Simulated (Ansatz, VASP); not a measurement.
Se: VASP beside Ansatz

INCAR

```
  PREC = Accurate
  ENCUT = 520
  EDIFF = 1E-6
  ISMEAR = 0
  SIGMA = 0.05
  LREAL = False
  LASPH = True
  NELM = 100
  ALGO = Normal
  ISIF = 2
  LWAVE = False
  LCHARG = False
  GGA = PE
  IVDW = 12
  NBANDS = 16
```

File KPOINTS:

```
Automatic mesh
0
Gamma
  12 12 8
```

Contents of POSCAR:

```
Se
1.0
    4.0094304061      0.0000000000      0.0000000000
   -2.0047152030      3.4722685863      0.0000000000
    0.0000000000      0.0000000000      5.7014100374
Se
3
Direct
    0.2473450684      0.0000000000      0.3333333333
    0.0000000000      0.2473450684      0.6666666667
    0.7526549316      0.7526549316      0.0000000000
```

Input for Ansatz:

```yaml
crystal:
  lattice:
    - [4.0094304061, 0.0, 0.0]
    - [-2.004715203, 3.4722685863, 0.0]
    - [0.0, 0.0, 5.7014100374]
  atoms:
    - { symbol: Se, position: [0.2473450684, 0.0, 0.3333333333] }
    - { symbol: Se, position: [0.0, 0.2473450684, 0.6666666667] }
    - { symbol: Se, position: [0.7526549316, 0.7526549316, 0.0] }
basis:
  ecutwfc: 420
kpoints:
  mp_grid: { grid: [12, 12, 8] }
hamiltonian:
  xc: pbe
  dispersion: d3bj
scf:
  occupations: { method: gaussian, width: 0.05 }
output:
  forces: true
  stress: true
  eigenvalues: true
```

Alike in both runs: task single point; functional PBE; dispersion D3(BJ); k mesh 12 × 12 × 8; occupations gaussian, width 0.05 eV; no spin polarisation.

|  | VASP | Ansatz |
| --- | --- | --- |
| version | VASP 6.6.1 | Ansatz 0.2.0 |
| potentials or method | VASP PAW PBE potentials, release 64 (Se) | scalar-relativistic, plane waves, PAW |
| plane-wave cutoff (eV) | 520 | 420 |
| valence electrons in the cell | 18 | 48 |

Ansatz gave:

| Property | Result |
| --- | --- |
| gap on the k mesh at the Fermi level (eV) | none |
| pressure (GPa) | -6.2 |
| largest component of the traceless stress (GPa) | 5.28 |
| rms of the force components (eV/Å) | 0.275 |

**Question.** What did VASP give for the same quantities?

**Answer.** gap on the k mesh at the Fermi level (eV): none; pressure (GPa): -6.2; largest component of the traceless stress (GPa): 5.26; rms of the force components (eV/Å): 0.271.

Atom by atom the forces differ by 0.004 eV/Å (rms over components). A gap of «none» marks a metal or a gap that the smearing closes. The two sets of potentials don't hold the same shells in valence.

Caveats: pairwise dispersion overbinds metals, which lowers pressure and volume.
